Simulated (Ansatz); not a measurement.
Runs of Ansatz 0.2.0 on GaP. The structure is cubic, space group F-43m (No. 216). Conventional cell: a = 5.451 Å, b = 5.451 Å, c = 5.451 Å, α = 90.00°, β = 90.00°, γ = 90.00°. Around Ga (site symmetry -43m) lie 4 P at 2.36 Å. Around P (site symmetry -43m) lie 4 Ga at 2.36 Å. 

```tsv
task	level	potentials or basis	spin	cell	k mesh	cutoff (eV)	smearing	basis error allowed	mesh quality	gap on the mesh (eV)	pressure (GPa)	relaxed volume (Å³/atom)
relaxation of cell and atoms	PBE+D4	all-electron LAPW, scalar-relativistic	off	relaxed	8 × 8 × 8	-	fermi-dirac 0.05 eV	0.001 eV/atom	not flagged	1.63	0.0	20.04
relaxation of cell and atoms	PBE	all-electron LAPW, scalar-relativistic	off	relaxed	8 × 8 × 8	-	fermi-dirac 0.05 eV	0.001 eV/atom	not flagged	1.59	0.0	20.85
phonons	PBE	all-electron LAPW, scalar-relativistic	off	as given	6 × 6 × 6	302	fermi-dirac 0.05 eV	0.001 eV/atom	not flagged	1.65	-	-
phonons	LDA	all-electron LAPW, scalar-relativistic	off	as given	6 × 6 × 6	302	fermi-dirac 0.05 eV	0.001 eV/atom	not flagged	(a)	-	-
single point	PBEsol+D3(BJ)	all-electron LAPW, relativistic spinors	SOC, no magnetisation	as given	6 × 6 × 6	278	fermi-dirac 0.1 eV	0.001 eV/atom	not flagged	1.48	-2.8	-
single point	PBE	all-electron LAPW, scalar-relativistic	off	as given	8 × 8 × 8	278	gaussian 0.026 eV	0.001 eV/atom	not flagged	1.64	2.5	-
single point	PBE	all-electron LAPW, scalar-relativistic	off	as given	8 × 8 × 8	278	gaussian 0.027 eV	0.001 eV/atom	not flagged	1.64	2.5	-
relaxation of cell and atoms	PBE+D3(BJ)	all-electron LAPW, scalar-relativistic	off	relaxed	8 × 8 × 8	-	fermi-dirac 0.05 eV	0.001 eV/atom	not flagged	1.64	0.0	20.18
single point	PBE	all-electron LAPW, scalar-relativistic	off	as given	6 × 6 × 6	254	fermi-dirac 0.02 eV	0.002 eV/atom	not flagged	1.65	2.5	-
single point	PBE	all-electron LAPW, scalar-relativistic	off	as given	4 × 4 × 4	240	fermi-dirac 0.03 eV	0.003 eV/atom	coarse	1.63	(c)	-
single point	PBE	all-electron LAPW, scalar-relativistic	off	as given	8 × 8 × 8	278	gaussian 0.011 eV	0.001 eV/atom	not flagged	1.64	2.5	-
single point	RPBE	all-electron LAPW, scalar-relativistic	off	as given	8 × 8 × 8	278	gaussian 0.05 eV	0.001 eV/atom	not flagged	(b)	4.6	-
```

Q: Fill in the values left out.

A: (a) 1.49; (b) 1.74; (c) 2.9.

Caveats: some runs use coarse meshes.

A k mesh can miss the band edges, and rows without SOC leave out spin-orbit coupling on Ga.
